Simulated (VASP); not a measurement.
PtS2: relaxation of cell and atoms with PBE

Crystal: PtS2.

```
CELL_PARAMETERS angstrom
3.54320 0.00000 0.00000
-1.77160 3.06850 0.00000
0.00000 0.00000 5.03880
ATOMIC_POSITIONS crystal
Pt 0.00000 0.00000 0.00000
S 0.66667 0.33333 0.77300
S 0.33333 0.66667 0.22700
```

| Item | Value |
| --- | --- |
| Program | VASP 6.6.1 |
| Task | relaxation of cell and atoms |
| Functional | PBE |
| Potentials or basis | VASP PAW PBE potentials, release 64 (Pt_sv_GW, S_GW) |
| Cutoff | 680 eV |
| k mesh | 9 × 9 × 5 |
| Occupations | fermi-dirac, width 0.05 eV |
| Spin | no spin polarisation |
| Further INCAR settings | ALGO = Normal; EDIFF = 1e-06; IBRION = 2; EDIFFG = -0.01; NSW = 60; ISIF = 3 |

- Relaxed volume: 21.25 Å³/atom
- Relaxed cell: a = 3.582 Å, b = 3.582 Å, c = 5.738 Å, α = 90.00°, β = 90.00°, γ = 120.00°
- Space group after relaxing (to 0.05 Å): P-3m1 (No. 164)
- Energy gained by relaxing: 61.2 meV/atom
- Ionic steps: 25
- Pressure after relaxing: 0.0 GPa
- Largest force after relaxing: 0.005 eV/Å
- Band gap on the k mesh: 1.26 eV, indirect (least direct gap 1.30 eV)

Forces on the atoms (eV/Å):
```
Pt   0.000  0.000  0.000
S    0.000  0.000  0.005
S    0.000  0.000 -0.005
```

The path:
```csv
step,energy change (eV),largest force (eV/Å),pressure (GPa),volume (Å³)
1,0.0000,1.2709,11.60,54.78
2,0.2653,1.4335,-13.11,65.94
3,-0.1520,0.0259,-0.47,58.61
4,-0.1523,0.0660,-0.11,58.46
5,-0.1523,0.0864,0.08,58.38
6,-0.1592,0.0073,0.15,58.45
7,-0.1632,0.1401,0.30,58.55
8,-0.1633,0.1205,0.28,58.54
9,-0.1655,0.1325,0.10,58.89
10,-0.1706,0.1694,-0.46,59.94
11,-0.1753,0.2312,-1.47,62.04
12,-0.1759,0.2224,-1.41,62.09
13,-0.1774,0.1981,-1.23,62.23
14,-0.1800,0.1477,-0.84,62.50
15,-0.1830,0.0414,-0.06,63.03
16,-0.1790,0.1915,1.51,64.08
17,-0.1833,0.0203,0.35,63.28
18,-0.1833,0.0143,0.27,63.25
19,-0.1832,0.0086,0.10,63.14
20,-0.1833,0.0093,0.20,63.23
21,-0.1833,0.0047,0.20,63.21
22,-0.1833,0.0041,0.19,63.28
23,-0.1835,0.0001,0.09,63.49
24,-0.1835,0.0075,-0.09,63.92
25,-0.1835,0.0048,0.00,63.76
```

Final structure:
```
CELL_PARAMETERS angstrom
3.58217 0.00000 0.00000
-1.79109 3.10225 0.00000
0.00000 0.00000 5.73753
ATOMIC_POSITIONS crystal
Pt 0.00000 0.00000 0.00000
S 0.66667 0.33333 0.78676
S 0.33333 0.66667 0.21324
```

Levels at points of the mesh, in eV from the valence-band top:
```
           k point  band 13  band 14  band 15  band 16  band 17  band 18
(0.00, 0.00, 0.00)    -0.64    -0.64    -0.21     2.73     2.73     5.37
```

Run time: 9.4 min on 1 thread of Intel(R) Xeon(R) 6975P-C (Granite Rapids) (shared host), peak memory 0.26 GiB.

Caveat: the volume moved by over 15 % at a fixed basis, so the end points are rough; spin-orbit coupling is left out, which moves the levels of the heavy elements; an odd mesh through Γ misses points on the zone boundary, where band edges often lie; this functional lacks dispersion, which binds the layers, so the pressure and a relaxed spacing across them are unreliable, and here the layers came unbound; the volume moved by +16 % from the deposited cell, more than functionals usually miss. PBE usually gives volumes a little too large and moduli too small.
